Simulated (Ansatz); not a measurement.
## How much does Ti in Al(100), 2x2 scatter?

Wanted: the reflection from a plane of defects, Ti in Al(100), 2x2, and the resistivity it implies.

Method: Ansatz plane-wave DFT, PBE, PAW files; ballistic transport by layer matching (Landauer), zero bias; PAW set soft_1, in the first sound run; inputs show where later runs differ, in Ansatz 0.2.0.

**1. The structure**

The cell holds 48 atoms: 47 Al and 1 Ti. Cell: a = 5.725 Å, b = 5.725 Å, c = 24.288 Å, α = 90.0°, β = 90.0°, γ = 90.0°. It derives from Al. Regions: lead, 24 atoms (24 Al); scattering region, 24 atoms (23 Al and 1 Ti). The structure is stacked along c, and the current runs across the ab planes.

**2. Transmission at ideal sites**

The defect sits in one plane of the supercell, all atoms on ideal sites; the layers about the cell's end are the lead. The mesh across the current, 10×10, is finer than the density's, because channels open and close sharply across the zone. Energies from -0.1 to 0.1 eV in steps of 0.05 eV are too few for the program's thermal sum, so it prints no conductance; for a metal the transmission near the Fermi level serves, at a fraction of the cost.

Contents of input.yaml:

```yaml
crystal:
  lattice:
    - [5.7246940741, 0.0, 0.0]
    - [0.0, 5.7246940741, 0.0]
    - [0.0, 0.0, 24.28782]
  atoms:
    - { symbol: Al, position: [0.0, 0.0, 0.0416666667] }
    - { symbol: Al, position: [0.0, 0.5, 0.0416666667] }
    - { symbol: Al, position: [0.5, 0.0, 0.0416666667] }
    - { symbol: Al, position: [0.5, 0.5, 0.0416666667] }
    - { symbol: Al, position: [0.25, 0.25, 0.125] }
    - { symbol: Al, position: [0.25, 0.75, 0.125] }
    - { symbol: Al, position: [0.75, 0.25, 0.125] }
    - { symbol: Al, position: [0.75, 0.75, 0.125] }
    - { symbol: Al, position: [0.0, 0.0, 0.2083333333] }
    - { symbol: Al, position: [0.0, 0.5, 0.2083333333] }
    - { symbol: Al, position: [0.5, 0.0, 0.2083333333] }
    - { symbol: Al, position: [0.5, 0.5, 0.2083333333] }
    - { symbol: Al, position: [0.25, 0.25, 0.2916666667] }
    - { symbol: Al, position: [0.25, 0.75, 0.2916666667] }
    - { symbol: Al, position: [0.75, 0.25, 0.2916666667] }
    - { symbol: Al, position: [0.75, 0.75, 0.2916666667] }
    - { symbol: Al, position: [0.0, 0.0, 0.375] }
    - { symbol: Al, position: [0.0, 0.5, 0.375] }
    - { symbol: Al, position: [0.5, 0.0, 0.375] }
    - { symbol: Al, position: [0.5, 0.5, 0.375] }
    - { symbol: Al, position: [0.25, 0.25, 0.4583333333] }
    - { symbol: Al, position: [0.25, 0.75, 0.4583333333] }
    - { symbol: Al, position: [0.75, 0.25, 0.4583333333] }
    - { symbol: Al, position: [0.75, 0.75, 0.4583333333] }
    - { symbol: Ti, position: [0.0, 0.0, 0.5416666667] }
    - { symbol: Al, position: [0.0, 0.5, 0.5416666667] }
    - { symbol: Al, position: [0.5, 0.0, 0.5416666667] }
    - { symbol: Al, position: [0.5, 0.5, 0.5416666667] }
    - { symbol: Al, position: [0.25, 0.25, 0.625] }
    - { symbol: Al, position: [0.25, 0.75, 0.625] }
    - { symbol: Al, position: [0.75, 0.25, 0.625] }
    - { symbol: Al, position: [0.75, 0.75, 0.625] }
    - { symbol: Al, position: [0.0, 0.0, 0.7083333333] }
    - { symbol: Al, position: [0.0, 0.5, 0.7083333333] }
    - { symbol: Al, position: [0.5, 0.0, 0.7083333333] }
    - { symbol: Al, position: [0.5, 0.5, 0.7083333333] }
    - { symbol: Al, position: [0.25, 0.25, 0.7916666667] }
    - { symbol: Al, position: [0.25, 0.75, 0.7916666667] }
    - { symbol: Al, position: [0.75, 0.25, 0.7916666667] }
    - { symbol: Al, position: [0.75, 0.75, 0.7916666667] }
    - { symbol: Al, position: [0.0, 0.0, 0.875] }
    - { symbol: Al, position: [0.0, 0.5, 0.875] }
    - { symbol: Al, position: [0.5, 0.0, 0.875] }
    - { symbol: Al, position: [0.5, 0.5, 0.875] }
    - { symbol: Al, position: [0.25, 0.25, 0.9583333333] }
    - { symbol: Al, position: [0.25, 0.75, 0.9583333333] }
    - { symbol: Al, position: [0.75, 0.25, 0.9583333333] }
    - { symbol: Al, position: [0.75, 0.75, 0.9583333333] }
kpoints:
  mp_grid: { grid: [4, 4, 1] }
hamiltonian:
  xc: pbe
  pseudopotentials: { kind: paw, azcp: { folder: soft_1 } }
scf:
  occupations: { method: fermi_dirac, width: 0.1 }
output:
  transmission: { leads: [[0, 4]], kmesh: [10, 10], e_range: [-0.1, 0.1], de: 0.05 }
  write_potential: true
  write_density: true
  volumetric_format: npy
  elf: true
```

The run is started by

```sh
ansatz run input.yaml --threads 4 --pin off --max-ram 15360MiB --backend cpu --events-out ev --progress --plain --runs-dir out
```

Numbers of over 12 decimals in the logs are rounded to 6 here.

The log of the run:

```text
Engine: ansatz 0.2.0, x86_64-unknown-linux-gnu
Pseudopotentials: kind: paw
Pseudopotential: Al, paw, valence charge 3, recommended cutoff 420 eV (normal), soft_1/Al.paw.azcp
Pseudopotential: Ti, paw, valence charge 12, recommended cutoff 420 eV (normal), soft_1/Ti.paw.azcp
Functional definition: PBE
  parameter kappa = 0.804
  parameter beta = 0.066725
  exchange = pbe_x(kappa = kappa, mu = beta*pi^2/3)
  correlation = pbe_c(beta = beta)
Crystal: 48 atoms, lattice volume = 795.963 Å³
Basis set: ecut = 420 eV, 15629 PW (Γ)
Bands: 125, of which v1, the nominal top of the filled ones, is band 77 counted from 1 (76 counted from 0)
Symmetry: 16 space group operations
Space group: P4/mmm (ITA 123), of the structure as read, at distance tolerance 9.3e-5 Å
k-points: 6 of 16
Non-local potential: Al, projectors of the file, l = 0: 2, l = 1: 2, l = 2: 1
Non-local potential: Ti, projectors of the file, l = 0: 3, l = 1: 2, l = 2: 3, l = 3: 1
PAW form: soft (Blöchl's): semilocal exchange-correlation on the pseudo side does not see the compensation charge
PAW one-centre angular grid: Al, 110 points (default); XC on 64 Gauss nodes
PAW one-centre angular grid: Ti, 590 points (default); XC on 64 Gauss nodes
Initial density: superposition of atomic densities (chi_scale 0.1, normalization cell, long waves kept (reshape's long-wave potential 0.12 eV rms))
Initial wavefunctions: pseudopotential atomic-orbital guess
Functional: x = pbe(κ = 0.804, μ = 0.219515), c = pbe(β = 0.066725)
SCF iter   1: F=—  HF=-27766.557410 eV  |F-HF|=—  |Δ(HF+E_count)|=         —  Δρ=3.31e-2  dr2=7.96e1  ethr=3.10e-3  ⟨swp⟩=6.7  Hψ=3486  notcnv=0  defer=19
preconditioner: auto → Kerker (q_TF=auto, 2.073 Å⁻¹)  [metal: Δε(μ)=0.015 eV  Ē_g=6.524 eV  σ=0.100 eV  W_gap=0.04  n_scr=112 (ndim 8)  ℏωp=15.8 eV  f_vac=0.000  D(μ)=24.64/eV (n_scr^D=166)]
SCF iter   2: F=—  HF=-27764.960932 eV  |F-HF|=—  |Δ(HF+E_count)|=    1.60e0  Δρ=1.97e-2  dr2=2.51e1  ethr=3.10e-3  ⟨swp⟩=1.5  Hψ=881  notcnv=0  defer=24
SCF iter   3: F=—  HF=-27763.602504 eV  |F-HF|=—  |Δ(HF+E_count)|=    1.36e0  Δρ=2.61e-3  dr2=7.65e-2  ethr=3.10e-3  ⟨swp⟩=2.2  Hψ=863  notcnv=0  defer=24
SCF iter   4: F=—  HF=-27763.583279 eV  |F-HF|=—  |Δ(HF+E_count)|=   1.92e-2  Δρ=4.45e-4  dr2=2.98e-3  ethr=5.00e-5  ⟨swp⟩=2.5  Hψ=988  notcnv=0  defer=61
SCF iter   5: F=—  HF=-27763.582711 eV  |F-HF|=—  |Δ(HF+E_count)|=   5.67e-4  Δρ=1.01e-4  dr2=4.87e-4  ethr=1.95e-6  ⟨swp⟩=1.8  Hψ=901  notcnv=0  defer=61
SCF iter   6: F=—  HF=-27763.582693 eV  |F-HF|=—  |Δ(HF+E_count)|=   1.83e-5  Δρ=4.24e-5  dr2=3.72e-5  ethr=3.18e-7  ⟨swp⟩=1.2  Hψ=703  notcnv=0  defer=61
SCF iter   7: F=—  HF=-27763.582713 eV  |F-HF|=—  |Δ(HF+E_count)|=   2.03e-5  Δρ=1.24e-5  dr2=2.34e-6  ethr=2.43e-8  ⟨swp⟩=1.5  Hψ=731  notcnv=0  defer=62
SCF iter   8: F=—  HF=-27763.582713 eV  |F-HF|=—  |Δ(HF+E_count)|=   2.10e-7  Δρ=2.53e-6  dr2=1.26e-7  ethr=1.53e-9  ⟨swp⟩=1.8  Hψ=786  notcnv=0  defer=62
SCF iter   9: F=-27763.582713 eV  HF=-27763.582713 eV  |F-HF|=7.01e-9  |Δ(HF+E_count)|=   8.34e-9  Δρ=5.20e-7  dr2=7.50e-9  ethr=6.54e-11  ⟨swp⟩=15.2  Hψ=2741  notcnv=0
SCF 1 converged in 9 iterations: F = -27763.582713 eV  dr2 = 7.50e-9
  greatest PAW one-centre occupation: 0.999 electrons in one spin orbital (limit 2), on the Ti atom at site 24 (counted from 0), in its partial waves of l = 0
transmission: 68 of 651 steps passed
transmission: 138 of 651 steps passed
[...]
transmission: 651 of 651 steps passed
SCF converged after 9 iterations
Free energy (F): -27763.582713 eV
Harris-Foulkes:  -27763.582713 eV  (|F-HF|=7.01e-9)
Internal energy: -27762.832514 eV  (E = F + TS)
E sigma→0 (E₀):  -27763.207613 eV
Entropy (-TS):   -0.750199 eV (-15.629 meV/atom)
Fermi energy:    7.918417 eV
--- Per-component energies (eV) ---
  E_band       = 283.901183
  E_kinetic    = 1335.364101
  E_local      = -1731.856815  (includes V_loc(G=0)·N_el)
  E_nonlocal   = 530.530191
  E_hartree    = 1000.762638
  E_xc         = -1885.599605
  E_vxc        = -1514.020873  (∫ρ·V_xc dr)
  E_paw        = -23104.100574  (= ΣΔE_a)
  E_vpaw       = -337.645810  (= ΣTr[D̂ρ^β])
  E_aug_tail   = -0.000190  (compensation charges beyond the density's cutoff)
  E_ewald      = -3907.932258
  E_smearing   = -0.750199  (= −TS)
  E_closure    = -0.000000  (closes the sum)
  Σ components = -27763.582713   (vs F -27763.582713, Δ=0.00e0)
--- Band table (eV; the first three rows and the last of 6) ---
  k-point 0: bands = [... 73 lower, 7.2324, 7.2345, 7.2345, 7.2538, 7.2538, 7.3199, 7.3459, 7.3566, ... 44 higher]
  k-point 1: bands = [... 73 lower, 7.5836, 7.6219, 7.6373, 7.7089, 7.8118, 7.9983, 8.1891, 8.3180, ... 44 higher]
  k-point 2: bands = [... 73 lower, 7.6778, 7.7521, 7.8208, 7.8547, 8.0895, 8.1745, 8.3419, 8.3683, ... 44 higher]
  k-point 5: bands = [... 73 lower, 8.1603, 8.3602, 8.4070, 8.4070, 8.6008, 8.6008, 8.6504, 8.8235, ... 44 higher]
--- Transmission ---
  basis      : 293 plane waves across, 31 finite elements along
  points     : 21, standing for a mesh of 10 x 10
  energies   : 5 from -0.100000 to 0.100000 eV about the Fermi level, 0.050000 eV apart; the leads are filled to 0.000000 eV, and channels, transmission and decay are at 0.000000 eV
  crystal 0  : Al4, at the sites [0, 4], period 2.0240 Å, over 22.26 Å; its Hamiltonian steps by up to 14.3 meV
    offset         : up to 0.0000 Å between an atom of the period and one for which it stands
    channels       : 6.130000e0 a spin
    conductance    : none, the energies end too early or step too widely for 300 K: set another output.transmission.e_range or a lower de, or, where they end at an eighth of basis.ecutwfc, a higher one
  junction   : crystal 0 to crystal 0, 1.33 to 23.59 Å
    transmission   : 3.998574e0 a spin
    conductance    : none, the energies end too early or step too widely for 300 K: set another output.transmission.e_range or a lower de, or, where they end at an eighth of basis.ecutwfc, a higher one
```

Elapsed: 3.9 min, on 4 threads of Intel Xeon Platinum 8488C (Sapphire Rapids), shared host; peak memory 2.6 GiB.

This run has no spin polarisation although its electron count is odd.

Numbers from this step:

| Property | Result |
| --- | --- |
| free energy | -27763.5827 eV |
| energy at zero smearing | -27763.2076 eV |
| Fermi energy | 7.918 eV |
| cell area | 32.77 Å² |
| transmission per spin nearest the Fermi level | 3.999 |
| open channels per spin nearest the Fermi level | 6.13 |
| step of the lead's potential | 14.3 meV |

Per spin. Table of transmission, zone mean by energy, zero at the Fermi level:

| energy (eV) | transmission, zone mean |
| --- | --- |
| -0.1000 | 4.10 |
| -0.0500 | 4.06 |
| 0.0000 | 4.00 |
| 0.0500 | 4.15 |
| 0.1000 | 4.15 |

Per spin. The open channels, zone mean, lead by energy, zero at the Fermi level:

| energy (eV) | open channels, zone mean, lead |
| --- | --- |
| -0.1000 | 6.21 |
| -0.0500 | 6.29 |
| 0.0000 | 6.13 |
| 0.0500 | 6.37 |
| 0.1000 | 6.45 |

Transmission over k1 and k2. At 0.0000 eV from the Fermi level.

Ten even steps from '0' (1.41) to '9' (5.79):
```
2335555533
5366666663
8567575765
8565949565
8567494765
8565949565
8567575765
5366666663
2335555533
0258888852
```
Columns: k1 (b1) from -0.5 to 0.4; rows upwards: k2 (b2) from -0.5 to 0.4.

Open channels over k1 and k2. At 0.0000 eV from the Fermi level.

Values, 10 rows by 10 columns:
```
4.00 6.00 4.00 6.00 6.00 6.00 6.00 6.00 4.00 6.00
6.00 4.00 6.00 7.00 6.00 6.00 6.00 7.00 6.00 4.00
8.00 6.00 7.00 6.00 5.00 8.00 5.00 6.00 7.00 6.00
8.00 6.00 6.00 5.00 9.00 5.00 9.00 5.00 6.00 6.00
8.00 6.00 6.00 8.00 5.00 9.00 5.00 8.00 6.00 6.00
8.00 6.00 6.00 5.00 9.00 5.00 9.00 5.00 6.00 6.00
8.00 6.00 7.00 6.00 5.00 8.00 5.00 6.00 7.00 6.00
6.00 4.00 6.00 7.00 6.00 6.00 6.00 7.00 6.00 4.00
4.00 6.00 4.00 6.00 6.00 6.00 6.00 6.00 4.00 6.00
4.00 4.00 6.00 8.00 8.00 8.00 8.00 8.00 6.00 4.00
```
Columns: k1 (b1) from -0.5 to 0.4; rows upwards: k2 (b2) from -0.5 to 0.4.

ELF in the ca plane at fractional y = 0.000, with atoms of Al and Ti within 0.2 Å of it. It is the smooth field of the valence electrons, not physical close to the nuclei.

Ten even steps from '0' (0.06) to '9' (0.72), each cell a mean:
```
63001663235730015543421699941343463000564224
87436875456774467655641267512565577535875556
88888877777788888767875211136887678888877777
88888878888778888777888755678887778888778888
88888877777888888766788998998766678888877777
87436875456774368754468854687544577435875456
73011663235730115642246301155322564010564234
62140563224621405632235205045322463050463224
75103764345751137643357621376433576202775335
88768876667887788755678987998655678767876666
88888878887788888777888887888877778888878887
88888877887788888777887422357887778888778887
88768876667787788766763134214776678777876666
75103764345751036644531499821454565102775335
62140553224621404533311798940233452050464224
```
Columns run along c (16.0 Å, from fractional 0.17 to 0.83 of the cell), rows up along a (5.7 Å). Atoms in or near the plane, at fractional coordinates: Al at (0.21, 0.00), Al at (0.21, 0.50), Al at (0.38, 0.00), Al at (0.38, 0.50), Ti at (0.54, 0.00), Al at (0.54, 0.50), Al at (0.71, 0.00), Al at (0.71, 0.50).

Valence density in the ca plane at fractional y = 0.000, with atoms of Al and Ti within 0.2 Å of it. It is the smooth field of the valence electrons, not physical close to the nuclei.

Values in units of 1e0 e/Å³, 8 rows by 16 columns, each cell a mean:
```
0.2 0.1 0.2 0.1 0.2 0.1 0.2 0.2 1.7 3.9 0.2 0.1 0.2 0.1 0.2 0.1
0.2 0.2 0.2 0.2 0.2 0.2 0.2 0.2 0.2 0.3 0.2 0.2 0.2 0.2 0.2 0.2
0.2 0.2 0.2 0.2 0.2 0.2 0.2 0.2 0.2 0.2 0.2 0.2 0.2 0.2 0.2 0.2
0.2 0.1 0.2 0.1 0.2 0.1 0.2 0.1 0.2 0.1 0.2 0.1 0.2 0.1 0.2 0.1
0.2 0.1 0.2 0.1 0.2 0.1 0.2 0.1 0.2 0.1 0.2 0.1 0.2 0.1 0.2 0.1
0.2 0.2 0.2 0.2 0.2 0.2 0.2 0.2 0.2 0.2 0.2 0.2 0.2 0.2 0.2 0.2
0.2 0.2 0.2 0.2 0.2 0.2 0.2 0.2 0.3 0.6 0.2 0.2 0.2 0.2 0.2 0.2
0.2 0.1 0.2 0.1 0.2 0.1 0.2 0.1 2.5 5.8 0.2 0.1 0.2 0.1 0.2 0.1
```
Columns run along c (16.0 Å, from fractional 0.17 to 0.83 of the cell), rows up along a (5.7 Å). Atoms in or near the plane, at fractional coordinates: Al at (0.21, 0.00), Al at (0.21, 0.50), Al at (0.38, 0.00), Al at (0.38, 0.50), Ti at (0.54, 0.00), Al at (0.54, 0.50), Al at (0.71, 0.00), Al at (0.71, 0.50).

Electrostatic potential energy in the ca plane at fractional y = 0.000, with atoms of Al and Ti within 0.2 Å of it. With pseudopotentials it is smooth inside the atoms' cores, unlike the true potential.

Values in units of 1e0 eV, 8 rows by 16 columns, each cell a mean:
```
-1.7 -2.4  6.8  9.1 -1.6 -2.3  6.6  9.1 -4.7 -9.2  5.7  9.3 -1.3 -2.3  6.2  9.2
 6.4  4.3  8.3  8.0  6.4  4.4  8.3  8.1  6.0  3.3  8.3  8.0  6.6  4.2  8.3  7.9
 3.8  0.7  8.1  8.3  4.0  0.7  8.0  8.3  4.4  0.8  8.2  8.2  4.3  0.4  8.0  8.2
-1.6  0.4  6.2  9.2 -1.4  0.6  5.9  9.2 -1.4  0.9  5.6  9.3 -1.4  0.9  5.5  9.4
-1.8 -2.4  6.8  9.1 -1.6 -2.2  6.5  9.0 -1.4 -2.0  6.3  9.1 -1.4 -2.2  6.2  9.2
 6.4  4.4  8.3  8.0  6.6  4.5  8.2  8.1  6.8  4.5  8.5  7.9  6.7  4.3  8.3  7.9
 3.8  0.7  8.1  8.3  4.0  0.7  8.0  8.4  3.1 -0.9  7.9  8.3  4.3  0.4  8.0  8.2
-1.5  0.2  6.2  9.2 -1.4  0.4  5.9  9.2 -6.0 -9.7  4.9  9.5 -1.4  0.8  5.5  9.4
```
Columns run along c (16.0 Å, from fractional 0.17 to 0.83 of the cell; values clipped at the 3rd and 97th percentile), rows up along a (5.7 Å). Atoms in or near the plane, at fractional coordinates: Al at (0.21, 0.00), Al at (0.21, 0.50), Al at (0.38, 0.00), Al at (0.38, 0.50), Ti at (0.54, 0.00), Al at (0.54, 0.50), Al at (0.71, 0.00), Al at (0.71, 0.50).

Over the solved energies the transmission per spin lies between 4.00 and 4.15, out of 6.29 channels of the lead on average (up to 6.45).

**3. Resistance at ideal sites**

This step: Ansatz plane-wave DFT, PBE, PAW files; ballistic transport by layer matching (Landauer), zero bias; area resistance of the defect plane and resistivity an atomic per cent; PAW set soft_1 (Ansatz 0.2.0).

This step gave:

```yaml
area_resistance: 0.3642 fΩ m²
t_over_the_leads_mean_channel_count: 0.6496
resistivity_per_at_scaled_from_this_dense_plane_with_the_factor_3_over_4_for_isotropic_scattering: 5.399 µΩ cm
```

Averaged over the energies near the Fermi level, 65.0 % of the channels pass, which makes 0.364 fΩ m².

By hand, with T and the leads' channels N averaged over the energies near the Fermi level: RA = A (h/2e²)(1/T − 1/N) = 32.77×10⁻²⁰ m² × 12 906 Ω × (1/4.069 − 1/6.263) = 0.364 fΩ m². Per atomic per cent: RA × A / V_atom × 0.01 × 3/4 = 5.40 µΩ cm, with the host's V_atom = 16.58 Å³.

(Continued in part 2 of 2.)

[Logs are printed without paths, hosts, clocks, repeated set-up lines and the standing remarks that a program may print on its own settings, such as how far it seeks lower states.]

[Hosts, paths, dates, database ids (printed as entryN), source tags and the programs' standing remarks are cut or masked in the printed files.]
